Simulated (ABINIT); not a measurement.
# Ga (P-1) in ABINIT: convergence with k mesh

Aim: find how far k mesh must go before the results for Ga settle, at LDA. This setting moves, with any that are tied to it; all else stays.

Everything below comes from runs of ABINIT 10.8.3 (patched build). Logs are shortened: lines on timing, memory, paths and dates and some standing lists are left out, and cuts for length are marked. The log counts tension as positive stress, the text compression.

### Step 1. The cell of the first run

The typed cell holds 1 atom: a = 2.980 Å, b = 3.028 Å, c = 3.028 Å, α = 125.57°, β = 124.71°, γ = 80.32°.

This isn't the form of Ga at room conditions, which is orthorhombic.

The cell isn't the ideal one: cell strained at random at fixed volume.

### Step 2. With k mesh 3 × 3 × 3

Input file run.abi:

```
pp_dirpath "./"
pseudos "Ga.hgh"

acell 2.9796411215 3.0284990926 3.0278262754 Angstrom
rprim
    -0.4516460020     0.4589415115     0.7651069062
     0.4574285670    -0.4561368380     0.7633467699
     0.4571804569     0.4689601948    -0.7556866847
ntypat 1
znucl 31
natom 1
typat 1
xred
     0.0001720000     0.0118810000     0.0118730000
chkprim 0
chksymtnons 0
tolsym 1.0e-6

ecut 408.170794 eV

kptopt 1
ngkpt 3 3 3
nshiftk 1
shiftk 0.0 0.0 0.0

ixc 7

nband 6
occopt 6
tsmear 0.00183747

nstep 100
tolvrs 1.0e-10

iomode 3
prtwf 0
prtden 0
prteig 0
prtebands 0
```

Potentials or basis: HGH LDA.

Command:

```sh
$ abinit run.abi > log 2>&1
```

run.abo:

```text
.Version 10.8.3 of ABINIT
 Symmetries : space group P-1 (#  2); Bravais aP (primitive triclinic)
================================================================================
 Values of the parameters that define the memory need of the present run
     intxc =       0    ionmov =       0      iscf =       7    lmnmax =       6
     lnmax =       6     mgfft =      20  mpssoang =       3    mqgrid =    3001
     natom =       1  nloc_mem =       1    nspden =       1   nspinor =       1
    nsppol =       1      nsym =       2    n1xccc =       0    ntypat =       1
    occopt =       6   xclevel =       1
       mpw =         346          nfft =        8000          nkpt =          14
================================================================================
================================================================================

--------------------------------------------------------------------------------
------------- Echo of variables that govern the present computation ------------
--------------------------------------------------------------------------------
 -outvars: echo values of preprocessed input variables --------
            acell      5.6307056731E+00  5.7230338576E+00  5.7217624173E+00 Bohr
              amu      6.97230000E+01
          chkprim           0
      chksymtnons           0
             ecut      1.50000000E+01 Hartree
              ixc           7
         kptrlatt        3    0    0      0    3    0      0    0    3
          kptrlen      1.57033651E+01
            natom           1
            nband           6
            ngfft          20      20      20
             nkpt          14
            nstep         100
             nsym           2
           ntypat           1
           occopt           6
           prtden           0
        prtebands           0
           prteig           0
            prtwf           0
            rprim     -4.5164600200E-01  4.5894151150E-01  7.6510690620E-01
                       4.5742856700E-01 -4.5613683800E-01  7.6334676990E-01
                       4.5718045690E-01  4.6896019480E-01 -7.5568668470E-01
          spgroup           2
           tolsym      1.00000000E-06
           tolvrs      1.00000000E-10
           tsmear      1.83747000E-03 Hartree
            typat      1
           xangst      3.2662897486E-02  6.8150341138E-04  6.9208353992E-04
            xcart      6.1723930727E-02  1.2878548014E-03  1.3078483467E-03
             xred      1.7200000000E-04  1.1881000000E-02  1.1873000000E-02
            znucl       31.00000

================================================================================

 chkinp: Checking input parameters for consistency.

================================================================================
== DATASET  1 ==================================================================

--- !DatasetInfo
iteration_state: {dtset: 1, }
[... 61 lines left out ...]
- [  2.6178792,  -2.6104866,   4.3686594, ]
- [  2.6158780,   2.6832788,  -4.3238597, ]
lattice_lengths: [   5.63071,    5.72303,    5.72176, ]
lattice_angles: [125.566, 124.711,  80.322, ] # degrees, (23, 13, 12)
lattice_volume:   1.1956961E+02
convergence: {deltae: -2.893E-12, res2:  5.285E-11, residm:  2.502E-06, diffor: null, }
etotal    :  -2.23376062E+00
entropy   :   0.00000000E+00
fermie    :   1.81378070E-01
cartesian_stress_tensor: # hartree/bohr^3
- [  4.56423467E-04,  -2.61955626E-04,   8.70407667E-06, ]
- [ -2.61955626E-04,   3.92028413E-04,  -6.00229894E-05, ]
- [  8.70407667E-06,  -6.00229894E-05,  -1.66934496E-04, ]
pressure_GPa:  -6.6836E+00
xred      :
- [  1.7200E-04,   1.1881E-02,   1.1873E-02, Ga]
cartesian_forces: # hartree/bohr
- [ -0.00000000E+00,  -0.00000000E+00,  -0.00000000E+00, ]
force_length_stats: {min:   0.00000000E+00, max:   0.00000000E+00, mean:   0.00000000E+00, }
...

 Integrated electronic density in atomic spheres:
 ------------------------------------------------
 Atom  Sphere_radius  Integrated_density
    1        2.00000          1.00962688
================================================================================

 ----iterations are completed or convergence reached----

 Mean square residual over all n,k,spin=   44.480E-09; max=  25.022E-07
 reduced coordinates (array xred) for    1 atoms
       0.000172000000      0.011881000000      0.011873000000
 rms dE/dt=  0.0000E+00; max dE/dt=  0.0000E+00; dE/dt below (all hartree)
    1       0.000000000000      0.000000000000      0.000000000000

 cartesian coordinates (angstrom) at end:
    1      0.03266289748608     0.00068150341138     0.00069208353992

 cartesian forces (hartree/bohr) at end:
    1     -0.00000000000000    -0.00000000000000    -0.00000000000000
 frms,max,avg= 0.0000000E+00 0.0000000E+00   0.000E+00  0.000E+00  0.000E+00 h/b

 cartesian forces (eV/Angstrom) at end:
    1     -0.00000000000000    -0.00000000000000    -0.00000000000000
 frms,max,avg= 0.0000000E+00 0.0000000E+00   0.000E+00  0.000E+00  0.000E+00 e/A
 length scales=  5.630705673128  5.723033857574  5.721762417333 bohr
              =  2.979641121500  3.028499092600  3.027826275400 angstroms
 Fermi (or HOMO) energy (hartree) =   0.18138   Average Vxc (hartree)=  -0.33534
 Eigenvalues (hartree) for nkpt=  14  k points:
 kpt#   1, nband=  6, wtk=  0.03704, kpt=  0.0000  0.0000  0.0000 (reduced coord)
  -0.25090    0.63195    0.64446    0.65428    0.74458    0.78100
      occupation numbers for kpt#   1
   2.00000    0.00000    0.00000    0.00000    0.00000    0.00000
 prteigrs : prtvol=0 or 1, do not print more k-points.

--- !EnergyTerms
iteration_state     : {dtset: 1, }
comment             : Components of total free energy in Hartree
kinetic             :  9.00384772961973E-01
hartree             :  9.92364829758063E-03
xc                  : -7.91417612577379E-01
Ewald energy        : -2.63607401328907E+00
psp_core            :  1.48312456620682E-01
local_psp           : -2.87772278345598E-02
non_local_psp       :  1.63949969935043E-01
internal            : -2.23369800588573E+00
'-kT*entropy'       : -6.26171411110461E-05
total_energy        : -2.23376062302684E+00
total_energy_eV     : -6.07837230942465E+01
band_energy         :  2.40637494699112E-02
...

 Cartesian components of stress tensor (hartree/bohr^3)
  sigma(1 1)=  4.56423467E-04  sigma(3 2)= -6.00229894E-05
  sigma(2 2)=  3.92028413E-04  sigma(3 1)=  8.70407667E-06
  sigma(3 3)= -1.66934496E-04  sigma(2 1)= -2.61955626E-04

-Cartesian components of stress tensor (GPa)         [Pressure= -6.6836E+00 GPa]
- sigma(1 1)=  1.34284420E+01  sigma(3 2)= -1.76593732E+00
- sigma(2 2)=  1.15338741E+01  sigma(3 1)=  2.56082777E-01
- sigma(3 3)= -4.91138243E+00  sigma(2 1)= -7.70700061E+00

== END DATASET(S) ==============================================================
================================================================================

 -outvars: echo values of variables after computation  --------
            acell      5.6307056731E+00  5.7230338576E+00  5.7217624173E+00 Bohr
           etotal     -2.2337606230E+00
            fcart     -0.0000000000E+00 -0.0000000000E+00 -0.0000000000E+00
            rprim     -4.5164600200E-01  4.5894151150E-01  7.6510690620E-01
                       4.5742856700E-01 -4.5613683800E-01  7.6334676990E-01
                       4.5718045690E-01  4.6896019480E-01 -7.5568668470E-01
           strten      4.5642346713E-04  3.9202841345E-04 -1.6693449563E-04
                      -6.0022989432E-05  8.7040766692E-06 -2.6195562624E-04
           xangst      3.2662897486E-02  6.8150341138E-04  6.9208353992E-04
             xred      1.7200000000E-04  1.1881000000E-02  1.1873000000E-02
 Calculation completed.
```

Wall time 0.86 s (1 thread of Arm Neoverse V1, shared host); peak memory 0.06 GiB.

What came out:

- Free energy: -60.7837 eV
- Pressure: -6.7 GPa
- Band gap on the k mesh: none (metal or under the smearing width)
- Valence electrons inside the program's atomic spheres: Ga 1.01 (radii [1.0584] Å)

### Step 3. With k mesh 4 × 4 × 4

Edit run.abi of step 2 so:

```diff
@@ -21,3 +21,3 @@
 kptopt 1
-ngkpt 3 3 3
+ngkpt 4 4 4
 nshiftk 1
```

Potentials or basis: HGH LDA.

Command:

```sh
$ abinit run.abi > log 2>&1
```

Wall time 1.5 s (1 thread of Arm Neoverse V1, shared host); peak memory 0.07 GiB.

It converged, with:

| Property | Result |
| --- | --- |
| Free energy | -61.1768 eV |
| Pressure | -0.6 GPa |
| Band gap on the k mesh | none (metal or under the smearing width) |
| Valence electrons inside the program's atomic spheres | Ga 1.05 (radii [1.0584] Å) |

### Step 4. With k mesh 6 × 6 × 6

Edit run.abi of step 3 so:

```diff
@@ -21,3 +21,3 @@
 kptopt 1
-ngkpt 4 4 4
+ngkpt 6 6 6
 nshiftk 1
```

Command:

```sh
$ abinit run.abi > log 2>&1
```

It took 3.4 s on 1 thread of Arm Neoverse V1, shared host; peak memory 0.07 GiB.

Results (log left out):

```yaml
Free_energy: -61.3843 eV
Pressure: -4.5 GPa
Band_gap_on_the_k_mesh: none (metal or under the smearing width)
Valence_electrons_inside_the_program's_atomic_spheres: Ga 1.04 (radii [1.0584] Å)
```

### Step 5. With k mesh 8 × 8 × 8

Edit run.abi of step 4 so:

```diff
@@ -21,3 +21,3 @@
 kptopt 1
-ngkpt 6 6 6
+ngkpt 8 8 8
 nshiftk 1
```

Command:

```sh
$ abinit run.abi > log 2>&1
```

Wall time 7.5 s (1 thread of Arm Neoverse V1, shared host); peak memory 0.07 GiB.

It converged, with:

- Free energy: -61.3735 eV
- Pressure: -4.3 GPa
- Band gap on the k mesh: none (metal or under the smearing width)
- Valence electrons inside the program's atomic spheres: Ga 1.04 (radii [1.0584] Å)

### Step 6. With k mesh 10 × 10 × 10

Edit run.abi of step 5 so:

```diff
@@ -21,3 +21,3 @@
 kptopt 1
-ngkpt 8 8 8
+ngkpt 10 10 10
 nshiftk 1
```

Potentials or basis: HGH LDA.

Command:

```sh
$ abinit run.abi > log 2>&1
```

Wall time 14 s (1 thread of Arm Neoverse V1, shared host); peak memory 0.07 GiB.

The run converged. Its results:

* Free energy: -61.3487 eV
* Pressure: -4.3 GPa
* Band gap on the k mesh: none (metal or under the smearing width)
* Valence electrons inside the program's atomic spheres: Ga 1.04 (radii [1.0584] Å)

### Step 7. With k mesh 12 × 12 × 12

Edit run.abi of step 6 so:

```diff
@@ -21,3 +21,3 @@
 kptopt 1
-ngkpt 10 10 10
+ngkpt 12 12 12
 nshiftk 1
```

Command:

```sh
$ abinit run.abi > log 2>&1
```

Run time: 24 s. Hardware: 1 thread of Arm Neoverse V1, shared host; peak memory 0.08 GiB.

The run converged. Its results:

```
Free energy                                           : -61.3529 eV
Pressure                                              : -4.2 GPa
Band gap on the k mesh                                : none (metal or under the smearing width)
Valence electrons inside the program's atomic spheres : Ga 1.04 (radii [1.0584] Å)
```

### Step 8. With k mesh 14 × 14 × 14

Edit run.abi of step 7 so:

```diff
@@ -21,3 +21,3 @@
 kptopt 1
-ngkpt 12 12 12
+ngkpt 14 14 14
 nshiftk 1
```

Command:

```sh
$ abinit run.abi > log 2>&1
```

It took 38 s on 1 thread of Arm Neoverse V1, shared host; peak memory 0.1 GiB.

The run converged. Its results:

```
Free energy                                           : -61.3527 eV
Pressure                                              : -4.2 GPa
Band gap on the k mesh                                : none (metal or under the smearing width)
Valence electrons inside the program's atomic spheres : Ga 1.04 (radii [1.0584] Å)
```

### Step 9. With k mesh 16 × 16 × 16

Edit run.abi of step 8 so:

```diff
@@ -21,3 +21,3 @@
 kptopt 1
-ngkpt 14 14 14
+ngkpt 16 16 16
 nshiftk 1
```

Potentials or basis: HGH LDA.

Command:

```sh
$ abinit run.abi > log 2>&1
```

Wall time 56 s (1 thread of Arm Neoverse V1, shared host); peak memory 0.12 GiB.

Results (log left out):

```yaml
Free_energy: -61.3539 eV
Pressure: -4.3 GPa
Band_gap_on_the_k_mesh: none (metal or under the smearing width)
Valence_electrons_inside_the_program's_atomic_spheres: Ga 1.04 (radii [1.0584] Å)
```

### Step 10. With k mesh 20 × 20 × 20

Edit run.abi of step 9 so:

```diff
@@ -21,3 +21,3 @@
 kptopt 1
-ngkpt 16 16 16
+ngkpt 20 20 20
 nshiftk 1
```

Command:

```sh
$ abinit run.abi > log 2>&1
```

Wall time 1.8 min (1 thread of Arm Neoverse V1, shared host); peak memory 0.19 GiB.

It converged, with:

```yaml
Free_energy: -61.3535 eV
Pressure: -4.2 GPa
Band_gap_on_the_k_mesh: none (metal or under the smearing width)
Valence_electrons_inside_the_program's_atomic_spheres: Ga 1.04 (radii [1.0584] Å)
```

### Step 11. Result

| k mesh | energy less the tightest run (meV/atom) | pressure (GPa) | SCF cycles | CPU time (s) | peak memory (GiB) |
| --- | --- | --- | --- | --- | --- |
| 3 × 3 × 3 | 569.82 | -6.68 | 6 | 0.86 | 0.06 |
| 4 × 4 × 4 | 176.77 | -0.62 | 7 | 1.5 | 0.07 |
| 6 × 6 × 6 | -30.80 | -4.50 | 6 | 3.4 | 0.07 |
| 8 × 8 × 8 | -20.00 | -4.29 | 6 | 7.5 | 0.07 |
| 10 × 10 × 10 | 4.80 | -4.32 | 6 | 14 | 0.07 |
| 12 × 12 × 12 | 0.66 | -4.20 | 6 | 24 | 0.08 |
| 14 × 14 × 14 | 0.87 | -4.22 | 6 | 38 | 0.1 |
| 16 × 16 × 16 | -0.37 | -4.26 | 6 | 56 | 0.12 |
| 20 × 20 × 20 | 0.00 | -4.18 | 6 | 110 | 0.19 |

Against the tightest run, the energy stays within 1 meV/atom from 12 × 12 × 12 on; the pressure stays within 0.1 GPa from 12 × 12 × 12 on. Meshes of other sizes hit other points, so gaps and Fermi surfaces needn't settle smoothly. The tightest run that finished is the yardstick and may itself not be fully converged.

Caveats: HGH potentials are hard and often keep d shells in the core, so these values are rough.
